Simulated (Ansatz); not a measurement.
NiAs-type GdN

Level of theory: DFT, PBE, scalar-relativistic, collinear spin; plane waves to 420 eV with PAW datasets (Ansatz 0.2.0), Γ-centred 10×10×8 mesh, 0.05 eV Gaussian smearing. The datasets are Ansatz's generated set soft_2.

```
CELL_PARAMETERS angstrom
3.46300 0.00000 0.00000
-1.73150 2.99905 0.00000
0.00000 0.00000 6.07781
ATOMIC_POSITIONS crystal
Gd 0.00000 0.00000 0.00000
Gd 0.00000 0.00000 0.50000
N 0.33333 0.66667 0.25000
N 0.66667 0.33333 0.75000
```

This is a trial structure; measured cells of the compound in the Crystallography Open Database are in space group Fm-3m (rock salt).

Magnetic state: ferromagnetic, site spin moments Gd 6.85; N -0.05 μB.

The cell above was scaled in volume, and shape and atoms were relaxed at each volume within its symmetry. Energies are counted from the cell above.

```tsv
V (Å³/atom)	ΔE (meV/atom)	P (GPa)	largest moment (μB)
14.91	22.2	8.6	6.84
15.15	11.4	6.0	6.84
15.46	2.8	2.9	6.85
15.78	0.0	0.0	6.86
16.10	2.6	-2.6	6.86
16.41	10.0	-4.9	6.87
16.89	29.1	-8.0	6.87
17.36	56.6	-10.6	6.88
```

(1) What do the points give for the equilibrium volume, the bulk modulus and its pressure derivative (third-order Birch–Murnaghan)?

Answer:

(1) V0 = 15.78 Å³/atom, B0 = 135 GPa, B0′ = 4.1.

B0·V0 = 135.3 GPa × 15.78 Å³ = 13.33 eV/atom sets the scale: near the minimum ΔE ≈ ½ B0 V0 x², with x = V/V0 − 1, and a pressure of 1.4 GPa squeezes the volume by about 1 %. At the ends of the curve: x = −5.5 % predicts 20.2 meV/atom and the run gives 22.2; x = +10.0 % predicts 66.6 meV/atom and the run gives 56.6. Compression costs more and expansion less than the parabola says, since the crystal stiffens as it shrinks; B0′ measures that.

Exchange splits the half-filled 4f shell away from the Fermi level; the metal comes from a small overlap of other bands, which can be the functional's gap error. Scalar-relativistic only: spin–orbit splittings of the heavy atoms' levels are missing. The run wasn't fully tested for a lower electronic state. Site moments are of spin, integrated over atomic spheres.
